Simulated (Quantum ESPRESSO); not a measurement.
**Sb and the effect of the dispersion correction**

The cell as given:

Symmetry: Im-3m, No. 229, cubic system. Conventional cell: a = 3.743 Å, b = 3.743 Å, c = 3.743 Å, α = 90.00°, β = 90.00°, γ = 90.00°. Sb (site symmetry m-3m) has 8 Sb at 3.24 Å as nearest neighbours.

This isn't the form of Sb at room conditions, which is rhombohedral.

Kept alike: task relaxation of cell and atoms; functional PBEsol; k mesh 10 × 10 × 10; occupations fermi-dirac, width 0.05 eV; no spin polarisation. Program: Quantum ESPRESSO, GBRV 1.5 PBEsol, cutoff 612 eV. The mesh is that of the run's cell of 1 atom. No spin-orbit coupling.

```csv
dispersion correction,volume (Å³/atom)
D3(zero),25.764
D3(BJ),25.040
none,26.163
rVV10,25.321
```

The relaxations keep at least the cell's symmetry (Im-3m). For a metal such a mesh leaves the last digits unconverged. Relaxations stop with a little pressure left, so the last digits of a volume or edge aren't settled.

Q: What does the dispersion correction change here?

A: The volume runs from 25.040 (D3(BJ)) to 26.163 Å³/atom (none). Against no correction: D3(zero) -1.5 %; D3(BJ) -4.3 %; rVV10 -3.2 %. Dispersion terms mostly attract and so lower the volume; the schemes' coefficients and damping set how far.
